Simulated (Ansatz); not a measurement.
# Structural energy differences of niobium

The calculation used DFT, RPBE, plane waves (420 eV) with PAW, scalar-relativistic in Ansatz 0.2.0. (PAW data from PBE, frozen cores regenerated.)

Each structure is relaxed within its own symmetry, so a high-lying one may be dynamically unstable.

```csv
structure,ΔE (meV/atom),V (Å³/atom),cell,magnetic state
bcc,0,18.44,a = 3.329 Å,spin not included
A15,97,18.93,a = 5.330 Å,spin not included
omega (AlB2-type),196,18.83,"a = 4.912 Å, c = 2.703 Å (c/a = 0.550)",spin not included
dhcp,280,19.02,"a = 2.884 Å, c = 10.558 Å (c/a = 3.660)",spin not included
hcp,287,19.03,"a = 2.887 Å, c = 5.271 Å (c/a = 1.826)",spin not included
fcc,313,19.12,a = 4.245 Å,spin not included
simple cubic,978,20.52,a = 2.738 Å,spin not included
diamond,2494,26.58,a = 5.969 Å,spin not included
```

ΔE counts from bcc.

Differences under about 8 meV lie within the error of the k-point mesh.
